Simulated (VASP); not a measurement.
Here is a VASP 6.6.1 calculation.

Contents of INCAR:

```
SYSTEM = CdTe
PREC = Accurate ; ENCUT = 600
EDIFF = 1E-7 ; ISMEAR = 0
SIGMA = 0.03 ; LREAL = .False.
LASPH = .True. ; NELM = 80
ALGO = Normal ; ISIF = 3
LWAVE = .False. ; LCHARG = .False.
GGA = PS ; IBRION = 2
NSW = 90 ; EDIFFG = -0.005
KPAR = 8
```

KPOINTS

```
Automatic mesh
0
Gamma
  8 8 8
  0 0 0
```

File POSCAR:

```
CdTe                                    
1.0
   -0.0000000000      3.2477981880      3.2477981880
    3.2477981880     -0.0000000000      3.2477981880
    3.2477981880      3.2477981880     -0.0000000000
  Cd              Te            
     1     1
Direct
     0.0000000000000000    0.0000000000000000    0.0000000000000000
     0.2500000000000000    0.2500000000000000    0.2500000000000000
```

Potentials or basis: VASP PAW PBE potentials, release 64 (Cd, Te).

The run is started by

```sh
$ cat potpaw_PBE.64/Cd/POTCAR potpaw_PBE.64/Te/POTCAR > POTCAR
$ mpirun -np 8 vasp_std > vasp.out
```

(1) What does it give for the band gap on the k mesh?

Answers

(1) 0.64 eV, direct.

Caveat: the relaxation stopped at its first step, so nothing moved; spin-orbit coupling is left out, which moves the levels of the heavy elements.
